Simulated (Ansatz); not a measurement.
Runs of Ansatz 0.2.0 on B. It takes space group P4/mmm (No. 123, tetragonal). Conventional cell: a = 2.346 Å, b = 2.346 Å, c = 1.586 Å, α = 90.00°, β = 90.00°, γ = 90.00°. B (site symmetry 4/mmm) is surrounded by 2 B at 1.59 Å. The cell was built by a generator and needn't be a form met in nature.

| task | level | cell | screening (1/Å) | share of exact exchange | gap on the mesh (eV) | pressure (GPa) | relaxed volume (Å³/atom) |
| --- | --- | --- | --- | --- | --- | --- | --- |
| single point | B3LYP | as given | - | - | none | 2.5 | - |
| single point | HSE06 form with a typed share of exact exchange | as given | 0.2 | 0.15 | none | (b) | - |
| single point | HSE06 form with a typed share of exact exchange | as given | 0.2 | 0.4 | none | -1.7 | - |
| relaxation of cell and atoms | PBEsol0 | relaxed | - | - | none | 0.0 | 8.52 |
| relaxation of cell and atoms | PBE0 | relaxed | - | - | none | 0.0 | (a) |

Alike in all rows: potentials or basis Ansatz PAW; no spin polarisation; k mesh 6 × 6 × 8; cutoff (eV) 420; smearing fermi-dirac 0.05 eV; the mesh is coarse, so values aren't converged.

Estimate the missing entries.

(a) 8.65; (b) -0.5.

Caveats: all runs use coarse meshes; the PAW data sets come from PBE, with cores solved anew for the run's functional, which leaves a small shift of forces and pressure; the thresholds are loose for stress (some runs); the plane-wave basis is chosen anew once the cell has moved, so the energies of steps on either side of that aren't comparable (some runs).

A gap of «none» marks a metal or a gap under the smearing width.
